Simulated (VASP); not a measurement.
The system is TiSi.

```
Ti Si
1.0
     2.86624    0.00000    0.00000
     0.00000    2.86624    0.00000
     0.00000    0.00000    3.99103
Ti Si
1 1
Direct
  0.00000 0.00000 0.00000
  0.00000 0.00000 0.50000
```

The cell was built by a generator and needn't be a form met in nature.

| Quantity | Value |
| --- | --- |
| Program | VASP 6.6.1 |
| Task | relaxation of cell and atoms |
| Functional | PBE |
| Potentials or basis | VASP PAW PBE potentials, release 64 (Ti_sv, Si) |
| Cutoff | 520 eV |
| k mesh | 7 × 7 × 5 |
| Occupations | gaussian, width 0.15 eV |
| Spin | no spin polarisation |

At the start: pressure 38.7 GPa; volume 16.39 Å³/atom.

Problem. Where does the relaxation end?

Solution. Over 14 steps the energy falls by 1778.6 meV/atom and the volume is 17.42 Å³/atom (+6.2 %); space group P4/mmm (No. 123, to 0.05 Å).

Step by step:
```csv
step,energy change (eV),largest force (eV/Å),pressure (GPa),volume (Å³)
1,0.0000,0.0000,38.70,32.79
2,-0.9991,0.0000,-31.09,47.40
3,-3.2789,0.0000,-8.77,40.41
4,-3.3935,0.0000,-8.72,39.88
5,-3.0397,0.0000,4.91,36.52
6,-3.4370,0.0000,-7.27,39.18
7,-3.4514,0.0000,-6.20,38.81
8,-3.4519,0.0000,-5.87,38.92
9,-3.5529,0.0000,-1.70,35.70
10,-3.5569,0.0000,-0.93,35.07
11,-3.5418,0.0000,3.22,33.81
12,-3.5568,0.0000,0.26,34.91
13,-3.5570,0.0000,-0.07,34.99
14,-3.5572,0.0000,-0.27,34.83
```

Final structure:
```yaml
crystal:
  lattice:
    - [2.63603, 0.00000, 0.00000]
    - [0.00000, 2.63603, 0.00000]
    - [0.00000, 0.00000, 5.01313]
  atoms:
    - { symbol: Ti, position: [0.00000, 0.00000, 0.00000] }
    - { symbol: Si, position: [0.00000, 0.00000, 0.50000] }
```
